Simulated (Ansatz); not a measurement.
The geometry is COD entry 1533087, unchecked; take it as a test cell. The listed cell was then made from it by scaling, straining or moving an atom.

An input for CoO: DFT, PBEsol, PAW with Ansatz's default frozen-core files, scalar-relativistic (Ansatz 0.2.0). The PAW files were made with PBE; their cores are remade for this functional.

Command: `ansatz run input.yaml --threads 1 --pin off --max-ram 3072MiB --backend cpu --events-out ev --progress --plain --runs-dir out` The run took 16 s on 1 thread of Intel(R) Xeon(R) 6975P-C (Granite Rapids) (shared host), peak memory 0.58 GiB.

```yaml
crystal:
  lattice:
    - [0.021315, 2.1421575, 2.1421575]
    - [2.1421575, 0.021315, 2.1421575]
    - [2.1421575, 2.1421575, 0.021315]
  atoms:
    - { symbol: Co, position: [0.0, 0.0, 0.0], spin: 2.0 }
    - { symbol: O, position: [0.5, 0.5, 0.5] }
magnetization:
  spin_polarized: true
kpoints:
  mp_grid: { grid: [16, 16, 16] }
scf:
  occupations: { method: fermi_dirac, width: 0.05 }
hamiltonian:
  xc: pbesol
  pseudopotentials: { kind: paw }
output:
  forces: true
  stress: true
  eigenvalues: true
  efg: { contact_densities: true }
```

Set-up and iterations as logged by Ansatz (the results part is left out, to be predicted):

```
Engine: ansatz 0.2.0
Pseudopotentials: kind: paw
Pseudopotential: Co, paw, valence charge 17, recommended cutoff 420 eV (normal)
Pseudopotential: O, paw, valence charge 6, recommended cutoff 420 eV (normal)
Functional definition: PBEsol
  exchange = pbesol_x
  correlation = pbesol_c
Crystal: 2 atoms, lattice volume = 19.367 Å³
Basis set: ecut = 420 eV, 357 PW (Γ), exchange–correlation on 48×48×48 points (8 copies of the dense FFT grid, shifted against one another)
Bands: 17, of which v1, the nominal top of the filled ones, is band 12 counted from 1 (11 counted from 0)
Symmetry: 12 space group operations
Space group: R-3m (ITA 166), of the structure as read, at distance tolerance 2.7e-5 Å
Magnetic group: BNS 166.97 (UNI 1327), of the structure as read, at distance tolerance 2.7e-5 Å
k-points: 417 of 4096
Non-local potential: Co, projectors of the file, l = 0: 3, l = 1: 2, l = 2: 3, l = 3: 1
Non-local potential: O, projectors of the file, l = 0: 2, l = 1: 2, l = 2: 1
PAW form: soft (Blöchl's): semilocal exchange-correlation on the pseudo side does not see the compensation charge
PAW frozen core: Co, regenerated for the run's functional, and the local potential with it (the file was generated under x = pbe(κ = 0.804, μ = 0.2195149727645171), c = pbe(β = 0.06672455060314922))
PAW frozen core: O, regenerated for the run's functional, and the local potential with it (the file was generated under x = pbe(κ = 0.804, μ = 0.2195149727645171), c = pbe(β = 0.06672455060314922))
PAW one-centre angular grid: Co, 590 points (default); XC on 64 Gauss nodes
PAW one-centre angular grid: O, 110 points (default); XC on 64 Gauss nodes
Initial density: superposition of atomic densities (chi_scale 0.1, normalization cell, long waves kept (reshape's long-wave potential 0.00 eV rms))
Starting moments: Σ|m| = 2 μB on 1 of 2 sites
Initial wavefunctions: pseudopotential atomic-orbital guess
Functional: x = pbesol(κ = 0.804, μ = 0.12345679012345678), c = pbesol(β = 0.046)
SCF iter   1: F=—  HF=-5651.308143 eV  |F-HF|=—  |Δ(HF+E_count)|=         —  Δρ=1.10e-1 (↑1.07e-1 ↓1.10e-1)  dr2=6.69e0  dr2_m=8.00e-2  β_m=0.30  ethr=3.10e-3  ⟨swp⟩=5.7  Hψ=61982  notcnv=0
Mixer restart at iter 1: flushing history
SCF iter   2: F=—  HF=-5652.000881 eV  |F-HF|=—  |Δ(HF+E_count)|=   6.93e-1  Δρ=8.19e-2 (↑8.19e-2 ↓6.55e-2)  dr2=5.28e-1  dr2_m=8.08e-1  β_m=0.35  ethr=3.10e-3  ⟨swp⟩=3.0  Hψ=35890  notcnv=0  defer=227
SCF iter   3: F=—  HF=-5652.304002 eV  |F-HF|=—  |Δ(HF+E_count)|=   3.03e-1  Δρ=9.24e-2 (↑6.87e-2 ↓9.24e-2)  dr2=1.68e-1  dr2_m=1.08e0  β_m=0.20  ethr=2.30e-3  ⟨swp⟩=2.0  Hψ=24579  notcnv=0  defer=260
SCF iter   4: F=—  HF=-5651.965415 eV  |F-HF|=—  |Δ(HF+E_count)|=         —  Δρ=3.38e-2 (↑2.83e-2 ↓3.38e-2)  dr2=3.51e-1  dr2_m=7.15e-2  β_m=0.68  ethr=7.29e-4  ⟨swp⟩=2.2  Hψ=27198  notcnv=0  defer=297
Mixer restart at iter 4: flushing history
SCF iter   5: F=—  HF=-5652.201571 eV  |F-HF|=—  |Δ(HF+E_count)|=   2.36e-1  Δρ=6.79e-2 (↑3.55e-2 ↓6.79e-2)  dr2=7.28e-1  dr2_m=2.79e-1  β_m=0.39  ethr=7.29e-4  ⟨swp⟩=3.1  Hψ=32460  notcnv=0  defer=297  recentre
SCF iter   6: F=—  HF=-5652.126913 eV  |F-HF|=—  |Δ(HF+E_count)|=   7.47e-2  Δρ=2.59e-2 (↑2.59e-2 ↓2.13e-2)  dr2=4.38e-2  dr2_m=8.52e-2  β_m=0.55  ethr=7.29e-4  ⟨swp⟩=3.0  Hψ=33727  notcnv=0  defer=313
SCF iter   7: F=—  HF=-5652.254125 eV  |F-HF|=—  |Δ(HF+E_count)|=   1.27e-1  Δρ=2.39e-2 (↑5.33e-3 ↓2.39e-2)  dr2=4.94e-2  dr2_m=3.00e-2  β_m=0.72  ethr=1.91e-4  ⟨swp⟩=2.3  Hψ=31292  notcnv=0  defer=315
SCF iter   8: F=—  HF=-5652.254125 eV  |F-HF|=—  |Δ(HF+E_count)|=   4.39e-7  Δρ=8.21e-3 (↑6.20e-3 ↓8.21e-3)  dr2=9.20e-4  dr2_m=8.93e-3  β_m=0.65  ethr=1.91e-4  ⟨swp⟩=2.7  Hψ=25646  notcnv=0  defer=315
SCF iter   9: F=—  HF=-5652.256722 eV  |F-HF|=—  |Δ(HF+E_count)|=   2.60e-3  Δρ=1.10e-3 (↑7.33e-4 ↓1.10e-3)  dr2=1.49e-5  dr2_m=1.42e-4  β_m=0.83  ethr=4.00e-6  ⟨swp⟩=2.0  Hψ=27989  notcnv=0  defer=327
SCF iter  10: F=—  HF=-5652.256737 eV  |F-HF|=—  |Δ(HF+E_count)|=   1.49e-5  Δρ=1.19e-4 (↑9.62e-5 ↓1.19e-4)  dr2=8.19e-7  dr2_m=1.57e-6  β_m=0.91  ethr=6.50e-8  ⟨swp⟩=2.6  Hψ=22577  notcnv=0  defer=328
SCF iter  11: F=—  HF=-5652.256741 eV  |F-HF|=—  |Δ(HF+E_count)|=   4.36e-6  Δρ=4.91e-5 (↑1.66e-5 ↓4.91e-5)  dr2=1.29e-7  dr2_m=1.67e-7  β_m=0.96  ethr=3.56e-9  ⟨swp⟩=2.3  Hψ=19834  notcnv=0  defer=328
SCF iter  12: F=—  HF=-5652.256741 eV  |F-HF|=—  |Δ(HF+E_count)|=   4.41e-8  Δρ=1.82e-5 (↑6.23e-6 ↓1.82e-5)  dr2=1.64e-8  dr2_m=1.62e-8  β_m=0.98  ethr=5.60e-10  ⟨swp⟩=2.6  Hψ=24231  notcnv=0  defer=328
SCF iter  13: F=-5652.256741 eV  HF=-5652.256741 eV  |F-HF|=1.17e-9  |Δ(HF+E_count)|=   2.83e-8  Δρ=7.05e-6 (↑6.50e-6 ↓7.05e-6)  dr2=6.30e-10  dr2_m=7.61e-9  ethr=7.13e-11  ⟨swp⟩=3.0  Hψ=48913  notcnv=0
```

Semilocal functionals without U often leave such compounds metallic or with too small a gap, and the real magnetic order may differ.

(1) What pressure will this run report?

(2) What moment will the cell end with?

Results:

(1) -10.75 GPa (positive in compression).

(2) 2.96 μB.
